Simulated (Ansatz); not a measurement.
# Anharmonic phonons and stability of La2O3 (P-3m1)

Aim: the vibrations and stability of La2O3 with thermal and zero-point motion included. The starting cell is a computed one from a database.

Program: Ansatz 0.2.0. Level of theory: DFT PBE, scalar-relativistic, plane waves, PAW. Results are calculated unless marked as measured.

**1. The starting structure**

It takes space group P-3m1 (No. 164, trigonal). Conventional cell: a = 3.931 Å, b = 3.931 Å, c = 6.112 Å, α = 90.00°, β = 90.00°, γ = 120.00°. La has 7 O at 2.36 to 2.72 Å nearest. Nearest to O lie 4 La at 2.36 to 2.44 Å. Nearest to O lie 6 La at 2.72 Å. Farther neighbours and most contacts between anions are not listed.

**2. Probe on a coarse mesh**

Before spending time, one coarse run tells the gap and the pressure of the starting cell.

Contents of input.yaml:

```yaml
crystal:
  lattice:
    - [3.930777878, 0.0, 0.0]
    - [-1.965388939, 3.404153499, 0.0]
    - [0.0, 0.0, 6.11195352]
  atoms:
    - { symbol: La, position: [0.66666667, 0.33333333, 0.75376432] }
    - { symbol: La, position: [0.33333333, 0.66666667, 0.24623568] }
    - { symbol: O, position: [0.66666667, 0.33333333, 0.35410935] }
    - { symbol: O, position: [0.33333333, 0.66666667, 0.64589065] }
    - { symbol: O, position: [0.0, 0.0, 0.0] }
kpoints:
  mp_grid: { grid: [6, 6, 4] }
hamiltonian:
  xc: pbe
scf:
  occupations: { method: gaussian, width: 0.1 }
output:
  forces: true
  stress: true
  eigenvalues: true
```

The run is started by

```console
> ansatz run input.yaml --threads 18 --pin off --max-ram 92160MiB --backend cuda --events-out ev --progress --plain --runs-dir out
```

Numbers of over 12 decimals in the logs are rounded to 6 here.

What it wrote:

```text
Engine: ansatz 0.2.0, aarch64-unknown-linux-gnu
Pseudopotentials: kind: paw
Pseudopotential: La, paw, valence charge 11, recommended cutoff 420 eV (normal), La.paw.azcp
Pseudopotential: O, paw, valence charge 6, recommended cutoff 420 eV (normal), O.paw.azcp
Functional definition: PBE
  parameter kappa = 0.804
  parameter beta = 0.066725
  exchange = pbe_x(kappa = kappa, mu = beta*pi^2/3)
  correlation = pbe_c(beta = beta)
device memory: the entry about to start is reckoned to put 1.2 GiB on a device that reports 182.5 GiB free
GPU FFT provider: cuFFT
GPU libraries: cuBLAS 13.8.1, cuFFT 12.4.0, cuSOLVER 12.3.2
GPU matrix products: emulated (plane waves: as basis.precision tells), large ones in fixed point in workspaces of 1.00 GiB
Crystal: 5 atoms, lattice volume = 81.784 Å³
Basis set: ecut = 420 eV, 1641 PW (Γ), exchange–correlation on 54×54×90 points (8 copies of the dense FFT grid, shifted against one another)
Bands: 25, of which v1, the nominal top of the filled ones, is band 20 counted from 1 (19 counted from 0)
Symmetry: 12 space group operations
Space group: P-3m1 (ITA 164), of the structure as read, at distance tolerance 4.3e-5 Å
k-points: 24 of 144
Non-local potential: La, projectors of the file, l = 0: 3, l = 1: 2, l = 2: 2, l = 3: 3
Non-local potential: O, projectors of the file, l = 0: 2, l = 1: 2, l = 2: 1
PAW form: soft (Blöchl's): semilocal exchange-correlation on the pseudo side does not see the compensation charge
PAW one-centre angular grid: La, 590 points (default); XC on 64 Gauss nodes
PAW one-centre angular grid: O, 110 points (default); XC on 64 Gauss nodes
Initial density: superposition of atomic densities (neutral atoms: chi_scale 0, normalization atom), corrected by the library's trained network
Initial wavefunctions: pseudopotential atomic-orbital guess
GPU buffer pool allocated for 32805 grid points (all kernels)
GPU transforms: local potential and band sums: pruned to the plane-wave sphere, on 25×27×45
Functional: x = pbe(κ = 0.804, μ = 0.219515), c = pbe(β = 0.066725)
SCF iter   1: F=—  HF=-14212.058543 eV  |F-HF|=—  |Δ(HF+E_count)|=         —  Δρ=2.32e-3  dr2=4.51e-3  ethr=1.77e-3  ⟨swp⟩=5.1  Hψ=2651  notcnv=0
preconditioner: auto → Resta (q_TF=auto, 2.422 Å⁻¹)  ε∞=4.9  [insulator: Δε(μ)=3.878 eV  Ē_g=12.507 eV  σ=0.100 eV  W_gap=1.00  n_scr=22 (ndim 8)  ℏωp=24.6 eV  f_vac=0.023  D(μ)=0.00/eV (n_scr^D=0)  ε∞_Penn≈4.9]
SCF iter   2: F=—  HF=-14212.059560 eV  |F-HF|=—  |Δ(HF+E_count)|=   1.02e-3  Δρ=1.43e-3  dr2=9.58e-4  ethr=1.13e-5  ⟨swp⟩=2.1  Hψ=1252  notcnv=0
SCF iter   3: F=—  HF=-14212.059986 eV  |F-HF|=—  |Δ(HF+E_count)|=   4.26e-4  Δρ=6.58e-4  dr2=3.56e-4  ethr=2.40e-6  ⟨swp⟩=2.0  Hψ=969  notcnv=0
automatic band count: iteration 3 solves 24 bands in place of 25: the levels show a gap, and the empty bands left out lie too high to hold charge; the band table lists the bands solved (type scf.n_extra_bands for more)
SCF iter   4: F=—  HF=-14212.060177 eV  |F-HF|=—  |Δ(HF+E_count)|=   1.91e-4  Δρ=1.06e-4  dr2=8.33e-6  ethr=8.91e-7  ⟨swp⟩=2.2  Hψ=914  notcnv=0
SCF iter   5: F=—  HF=-14212.060186 eV  |F-HF|=—  |Δ(HF+E_count)|=   8.45e-6  Δρ=8.85e-5  dr2=5.83e-6  ethr=2.08e-8  ⟨swp⟩=2.0  Hψ=1016  notcnv=0
SCF iter   6: F=—  HF=-14212.060185 eV  |F-HF|=—  |Δ(HF+E_count)|=   8.44e-7  Δρ=2.00e-5  dr2=2.39e-7  ethr=1.46e-8  ⟨swp⟩=2.0  Hψ=874  notcnv=0
SCF iter   7: F=-14212.060185 eV  HF=-14212.060185 eV  |F-HF|=2.69e-8  |Δ(HF+E_count)|=   1.56e-7  Δρ=4.64e-6  dr2=1.89e-8  ethr=2.50e-10  ⟨swp⟩=8.4  Hψ=2729  notcnv=0
SCF 1 converged in 7 iterations: F = -14212.060185 eV  dr2 = 1.89e-8
  greatest PAW one-centre occupation: 0.973 electrons in one spin orbital (limit 2), on the La atom at site 1 (counted from 0), in its partial waves of l = 0
SCF converged after 7 iterations
Free energy (F): -14212.060185 eV
Harris-Foulkes:  -14212.060185 eV  (|F-HF|=2.69e-8)
Internal energy: -14212.060185 eV  (E = F + TS)
E sigma→0 (E₀):  -14212.060185 eV
Fermi energy:    11.633015 eV
--- Per-component energies (eV) ---
  E_band       = -6.404396
  E_kinetic    = 912.933739
  E_local      = -1532.901548  (includes V_loc(G=0)·N_el)
  E_nonlocal   = 336.615142
  E_hartree    = 547.314300
  E_xc         = -503.632408
  E_vxc        = -582.212633  (∫ρ·V_xc dr)
  E_paw        = -11307.954156  (= ΣΔE_a)
  E_vpaw       = -235.474463  (= ΣTr[D̂ρ^β])
  E_aug_tail   = 0.007195  (compensation charges beyond the density's cutoff)
  E_ewald      = -2664.442448
  E_smearing   = -0.000000  (= −TS)
  E_closure    = -0.000000  (closes the sum)
  Σ components = -14212.060185   (vs F -14212.060185, Δ=0.00e0)
--- Forces (eV/Å), atoms counted from 1 ---
  atom   1  La     0.00000000    -0.00000000     0.01610242
  atom   2  La    -0.00000000     0.00000000    -0.01610242
  atom   3  O      0.00000000     0.00000000    -0.00712785
  atom   4  O      0.00000000    -0.00000000     0.00712785
  atom   5  O      0.00000000    -0.00000000     0.00000000
  max |Σ_I F_I| component: 1.16e-18 eV/Å
--- Stress (GPa, compression-positive) ---
        1.806731      -0.000000      -0.000000
       -0.000000       1.806731       0.000000
       -0.000000       0.000000       2.072528
  P = ⅓ Tr σ = 1.8953 GPa (18.953 kbar)
--- Band table (eV; the first three rows and the last of 24) ---
  k-point 0: bands = [... 16 lower, 8.0512, 9.3278, 9.3278, 9.5904, 13.9924, 14.2808, 14.2808, 14.8588]
  k-point 1: bands = [... 16 lower, 8.4163, 9.2947, 9.3731, 9.3731, 14.1283, 14.3412, 14.3412, 14.8332]
  k-point 2: bands = [... 16 lower, 8.6997, 8.9252, 9.4245, 9.4245, 14.3519, 14.3960, 14.3960, 14.6287]
  k-point 23: bands = [... 16 lower, 9.1507, 9.4341, 9.4341, 9.4832, 13.9465, 14.5203, 14.5811, 14.5811]
```

Wall time 1.4 s (1 × NVIDIA GB200 with 18 threads of Arm Neoverse V2, shared host); peak memory 1.1 GiB; 2.1 s of CPU time.

Reading the cycles: dr2 is the Hartree energy of the density residual (eV), the measure of convergence; HF is the Harris–Foulkes estimate of the energy, which meets the free energy F at convergence.

Numbers from this step:

```
pressure          : 1.895 GPa
gap on the k-mesh : 3.841 eV
volume per atom   : 16.36 Å³/atom
```

The start is under 1.9 GPa at this level and looks like an insulator or semiconductor on this mesh.

**3. Relaxation**

The vibrations must be taken about the equilibrium of this functional, not about the starting cell, so the structure is relaxed.

input.yaml, the sections that differ from step 2:

```yaml
kpoints:
  mp_grid: { grid: [9, 9, 4] }
scf:
  occupations: { method: gaussian, width: 0.02 }
relax:
  adjacent_minimum: "off"
  f_tol: 0.005
  max_steps: 80
  cell: { stress_tol: 0.05 }
# crystal, hamiltonian, output: as in step 2
```

What it wrote:

```text
[...]
Crystal: 5 atoms, lattice volume = 81.784 Å³
Basis set: ecut = 420 eV, 1641 PW (Γ), exchange–correlation on 54×54×90 points (8 copies of the dense FFT grid, shifted against one another)
Bands: 25, of which v1, the nominal top of the filled ones, is band 20 counted from 1 (19 counted from 0)
Symmetry: 12 space group operations
[...]
k-points: 43 of 324
[...]
SCF iter   1: F=—  HF=-14212.058419 eV  |F-HF|=—  |Δ(HF+E_count)|=         —  Δρ=2.32e-3  dr2=4.52e-3  ethr=1.77e-3  ⟨swp⟩=6.0  Hψ=5115  notcnv=0
[...]
SCF iter   2: F=—  HF=-14212.059393 eV  |F-HF|=—  |Δ(HF+E_count)|=   9.75e-4  Δρ=1.44e-3  dr2=9.65e-4  ethr=1.13e-5  ⟨swp⟩=3.1  Hψ=2555  notcnv=0  defer=32
[...]
SCF iter   7: F=-14212.060021 eV  HF=-14212.060021 eV  |F-HF|=2.94e-8  |Δ(HF+E_count)|=   1.19e-7  Δρ=5.09e-6  dr2=2.17e-8  ethr=2.50e-10  ⟨swp⟩=11.7  Hψ=5357  notcnv=0
SCF 1 converged in 7 iterations: F = -14212.060021 eV  dr2 = 2.17e-8
[...]
relax step   1: F+E_penalty+E_count = -14212.06002074 eV  Δ(F+E_penalty+E_count) = +0.000e0 eV  max|allowed force component| = 1.608e-2 eV/Å  Δτ_max = 0.0000 Å  P = +1.895 GPa  Ω = 81.784 Å³  (7 SCF iters, dr2 threshold 1.00e-7 eV, accepted)
[...]
Crystal: 5 atoms, lattice volume = 85.600 Å³
Basis set: ecut = 420 eV, 1701 PW (Γ), exchange–correlation on 54×54×90 points (8 copies of the dense FFT grid, shifted against one another)
[...]
iter 1 solved again at ethr=9.90e-5 eV; its pass at ethr=3.10e-3 eV (dr2=3.96e-2 eV) is discarded
[...]
SCF iter   2: F=—  HF=-14212.027055 eV  |F-HF|=—  |Δ(HF+E_count)|=   6.36e-3  Δρ=2.53e-3  dr2=8.45e-3  ethr=9.90e-5  ⟨swp⟩=4.9  Hψ=2247  notcnv=0
[...]
SCF iter   7: F=-14212.025399 eV  HF=-14212.025398 eV  |F-HF|=5.99e-7  |Δ(HF+E_count)|=   8.61e-6  Δρ=1.56e-5  dr2=2.89e-7  ethr=1.25e-9  ⟨swp⟩=10.5  Hψ=6899  notcnv=0
SCF 2 converged in 7 iterations: F = -14212.025399 eV  dr2 = 2.89e-7
relax step   2: F+E_penalty+E_count = -14212.02539892 eV  Δ(F+E_penalty+E_count) = +3.462e-2 eV  max|allowed force component| = 3.705e-1 eV/Å  Δτ_max = 0.0377 Å  P = -2.743 GPa  Ω = 85.600 Å³  energy of the carried Pulay correction = -1.013e-2 eV  (7 SCF iters, dr2 threshold 5.00e-7 eV, rejected (line search))
[...]
Crystal: 5 atoms, lattice volume = 83.136 Å³
[...]
SCF 3 converged in 10 iterations: F = -14212.064287 eV  dr2 = 4.10e-12
[...]
SCF 5 converged in 5 iterations: F = -14212.064547 eV  dr2 = 3.67e-8
relax step   5: F+E_penalty+E_count = -14212.06454732 eV  Δ(F+E_penalty+E_count) = -1.244e-4 eV  max|allowed force component| = 5.520e-3 eV/Å  Δτ_max = 0.0027 Å  P = +0.027 GPa  Ω = 83.121 Å³  energy of the carried Pulay correction = -3.602e-3 eV  (5 SCF iters, dr2 threshold 5.28e-8 eV, accepted)
[...]
relax step   6: F+E_penalty+E_count = -14212.06453345 eV  Δ(F+E_penalty+E_count) = +1.387e-5 eV  max|allowed force component| = 1.083e-4 eV/Å  Δτ_max = 0.0002 Å  P = -0.002 GPa  Ω = 83.128 Å³  energy of the carried Pulay correction = -3.622e-3 eV  (6 SCF iters, dr2 threshold 1.90e-9 eV, accepted)
[...]
relax step   7: F+E_penalty+E_count = -14212.06882602 eV  Δ(F+E_penalty+E_count) = -4.293e-3 eV  max|allowed force component| = 1.779e-4 eV/Å  Δτ_max = 0.0000 Å  P = +0.087 GPa  Ω = 83.128 Å³  stress off target by 1.30e-1 GPa  SCF on the basis re-selected at this cell (its energy is not comparable with the rows above)  (7 SCF iters)
[...]
relax step   8: F+E_penalty+E_count = -14212.06866455 eV  Δ(F+E_penalty+E_count) = +1.615e-4 eV  max|allowed force component| = 1.445e-4 eV/Å  Δτ_max = 0.0005 Å  P = +0.005 GPa  Ω = 83.201 Å³  energy of the carried Pulay correction = -1.939e-4 eV  (5 SCF iters, dr2 threshold 4.21e-8 eV, accepted)
[...]
SCF iter   4: F=—  HF=-14212.068848 eV  |F-HF|=—  |Δ(HF+E_count)|=   3.50e-9  Δρ=1.16e-6  dr2=1.07e-9  ethr=5.73e-12  ⟨swp⟩=2.0  Hψ=1793  notcnv=0
[...]
SCF iter   7: F=-14212.068848 eV  HF=-14212.068848 eV  |F-HF|=3.64e-12  |Δ(HF+E_count)|=  1.09e-11  Δρ=2.39e-8  dr2=2.90e-13  ethr=1.00e-12  ⟨swp⟩=4.3  Hψ=3755  notcnv=0
SCF 9 converged in 7 iterations: F = -14212.068848 eV  dr2 = 2.90e-13
relax step   9: F+E_penalty+E_count = -14212.06884780 eV  Δ(F+E_penalty+E_count) = -1.833e-4 eV  max|allowed force component| = 1.393e-4 eV/Å  Δτ_max = 0.0000 Å  P = +0.006 GPa  Ω = 83.201 Å³  stress off target by 1.42e-2 GPa  SCF on the basis re-selected at this cell (its energy is not comparable with the rows above)  (7 SCF iters)
basis re-selected at this cell: Δ(F+E_penalty+E_count) = -1.833e-4 eV, ΔP = +0.002 GPa vs the last step (what re-selecting the basis moved, of the pressure what is left beyond the Pulay correction that the steps carried, after the strain that the cell walked since its last selection, with what the two solves' SCF thresholds leave and, on support functions, any second-order correction that the steps lacked; it is no m [...]
SCF converged after 7 iterations
Free energy (F): -14212.068848 eV
[...]
Internal energy: -14212.068848 eV  (E = F + TS)
E sigma→0 (E₀):  -14212.068848 eV
Fermi energy:    11.390066 eV
[...]
--- Forces (eV/Å), atoms counted from 1 ---
  atom   1  La    -0.00000000     0.00000000    -0.00003149
  atom   2  La     0.00000000     0.00000000     0.00003149
  atom   3  O      0.00000000    -0.00000000     0.00013925
  atom   4  O     -0.00000000     0.00000000    -0.00013925
  atom   5  O     -0.00000000    -0.00000000     0.00000000
  max |Σ_I F_I| component: 1.85e-17 eV/Å
--- Stress (GPa, compression-positive) ---
        0.002421      -0.000000       0.000000
       -0.000000       0.002421      -0.000000
        0.000000      -0.000000       0.014232
  P = ⅓ Tr σ = 0.0064 GPa (0.064 kbar)
--- Band table (eV; the first three rows and the last of 43) ---
  k-point 0: bands = [... 16 lower, 7.8546, 9.1231, 9.1231, 9.3768, 13.6980, 14.0573, 14.0573, 14.5158, ... 1 higher]
  k-point 1: bands = [... 16 lower, 8.1980, 9.0889, 9.1633, 9.1633, 13.8380, 14.1075, 14.1075, 14.5152, ... 1 higher]
  k-point 2: bands = [... 16 lower, 8.4942, 8.7176, 9.2087, 9.2087, 14.0672, 14.1524, 14.1524, 14.2967, ... 1 higher]
  k-point 42: bands = [... 16 lower, 8.9302, 9.1991, 9.1991, 9.2427, 13.6753, 14.2487, 14.2884, 14.2884, ... 1 higher]
--- Relaxed structure (7 steps of the walk, 6 accepted, 2 SCFs on fresh bases) ---
  F+E_penalty+E_count = -14212.06884780 eV   max|allowed force component| = 1.393e-4 eV/Å   (the final SCF, on the basis selected at the relaxed cell)
  cell:  # Å, volume = 83.2010 Å³
    - [3.940452, 0, 7.457684809705119e-18]
    - [-1.970226, 3.412532, -3.72884240485256e-18]
    - [1.1595929441527827e-17, 0, 6.187364]
  atoms:
    - { symbol: La, position: [0.666667, 0.333333, 0.752627] }
    - { symbol: La, position: [0.333333, 0.666667, 0.247373] }
    - { symbol: O, position: [0.666667, 0.333333, 0.354696] }
    - { symbol: O, position: [0.333333, 0.666667, 0.645304] }
    - { symbol: O, position: [0, 0, 0] }
```

Elapsed: 5.9 s, on 1 × NVIDIA GB200 with 18 threads; peak memory 1.2 GiB.

Relaxation path:

| step | energy less that of the first step (eV) | largest force component (eV/Å) | pressure (GPa) | volume (Å³) |
| --- | --- | --- | --- | --- |
| 1 | 0.0000 | 0.0161 | 1.89 | 81.78 |
| 2 | 0.0346 | 0.3705 | -2.74 | 85.60 |
| 3 | -0.0043 | 0.0336 | -0.01 | 83.14 |
| 4 | -0.0044 | 0.0198 | 0.00 | 83.12 |
| 5 | -0.0045 | 0.0055 | 0.03 | 83.12 |
| 6 | -0.0045 | 0.0001 | 0.00 | 83.13 |
| 7 | -0.0088 | 0.0002 | 0.09 | 83.13 |
| 8 | -0.0086 | 0.0001 | 0.00 | 83.20 |
| 9* | -0.0088 | 0.0001 | 0.01 | 83.20 |

Relaxation steps marked * repeat the geometry before them on a plane-wave basis chosen anew for their cell, so energy and pressure can jump there. The log counts 2 steps on a newly chosen plane-wave basis, not all of them marked here; energy and pressure can jump at such steps. Relaxation step 2 was tried and not accepted.

Forces are held to the 12 operations that the run works with; a distortion that breaks them can't arise in this run.

| conventional cell, symmetrised | before | after | change |
| --- | --- | --- | --- |
| a (Å) | 3.931 | 3.940 | +0.2 % |
| b (Å) | 3.931 | 3.940 | +0.2 % |
| c (Å) | 6.112 | 6.187 | +1.2 % |
| volume (Å³/atom) | 16.36 | 16.64 | +1.7 % |

Final coordinates:

```xyz
5
Lattice="3.9405 0.0000 0.0000 -1.9702 3.4125 0.0000 0.0000 0.0000 6.1874" Properties=species:S:1:pos:R:3 pbc="T T T"
La    1.9702    1.1375    4.6568
La    0.0000    2.2750    1.5306
O     1.9702    1.1375    2.1946
O     0.0000    2.2750    3.9927
O     0.0000    0.0000    0.0000
```

This step gave:

```yaml
pressure: 0.006358 GPa
gap_on_the_k_mesh: 3.863 eV
volume_per_atom: 16.64 Å³/atom
```

The relaxation ends with a largest force component of 1.4e-4 eV/Å and a pressure of 0.01 GPa.

**4. Relaxing to small residual forces and stress**

The thresholds are tightened for a last relaxation ahead of the phonons, and where mesh or smearing change with them the cell follows.

Contents of input.yaml:

```yaml
crystal:
  lattice:
    - [3.9404524744, 0.0, 0.0]
    - [-1.9702262372, 3.4125319453, 0.0]
    - [0.0, 0.0, 6.1873641449]
  atoms:
    - { symbol: La, position: [0.6666666667, 0.3333333333, 0.752627] }
    - { symbol: La, position: [0.3333333333, 0.6666666667, 0.247373] }
    - { symbol: O, position: [0.6666666667, 0.3333333333, 0.354696071] }
    - { symbol: O, position: [0.3333333333, 0.6666666667, 0.645303929] }
    - { symbol: O, position: [0.0, 0.0, 0.0] }
kpoints:
  mp_grid: { grid: [9, 9, 4] }
hamiltonian:
  xc: pbe
scf:
  occupations: { method: fixed }
output:
  forces: true
  stress: true
  eigenvalues: true
relax:
  adjacent_minimum: "off"
  f_tol: 0.001
  max_steps: 60
  cell: { stress_tol: 0.01 }
```

What it wrote:

```text
[...]
Crystal: 5 atoms, lattice volume = 83.201 Å³
Basis set: ecut = 420 eV, 1665 PW (Γ), exchange–correlation on 54×54×90 points (8 copies of the dense FFT grid, shifted against one another)
Bands: 25, of which v1, the nominal top of the filled ones, is band 20 counted from 1 (19 counted from 0)
Symmetry: 12 space group operations
[...]
cell:  # Å, volume = 83.2077 Å³
    - [3.940386, 0.0, 0]
    - [-1.970193, 3.412475, 0]
    - [0, 0, 6.188068]
  atoms:
    - { symbol: La, position: [0.666667, 0.333333, 0.752617] }
    - { symbol: La, position: [0.333333, 0.666667, 0.247383] }
    - { symbol: O, position: [0.666667, 0.333333, 0.354720] }
    - { symbol: O, position: [0.333333, 0.666667, 0.645280] }
    - { symbol: O, position: [0, 0, 0] }
[key lines of the parts left out:]
SCF converged after 6 iterations
Free energy (F): -14212.068871 eV
Fermi energy:    9.457206 eV
P = ⅓ Tr σ = -0.0000 GPa (-0.000 kbar)
```

Elapsed: 3.1 s, on 1 × NVIDIA GB200 with 18 threads; peak memory 1.1 GiB; 6.7 s of CPU time.

Little changed from the start: no atom moved by 0.005 Å and no cell edge by 0.1 %.

This step gave:

- pressure: -3.91e-5 GPa

The residual pressure is -3.9e-5 GPa, small enough for phonons.

[end of part 1 of 3]

[Logs are printed without paths, hosts, clocks, repeated set-up lines and the standing remarks that a program may print on its own settings, such as how far it seeks lower states.]

[Hosts, paths, dates, database ids (printed as entryN), source tags and the programs' standing remarks are cut or masked in the printed files.]

[A step with changed settings may run another functional than the one named; its input shows which.]
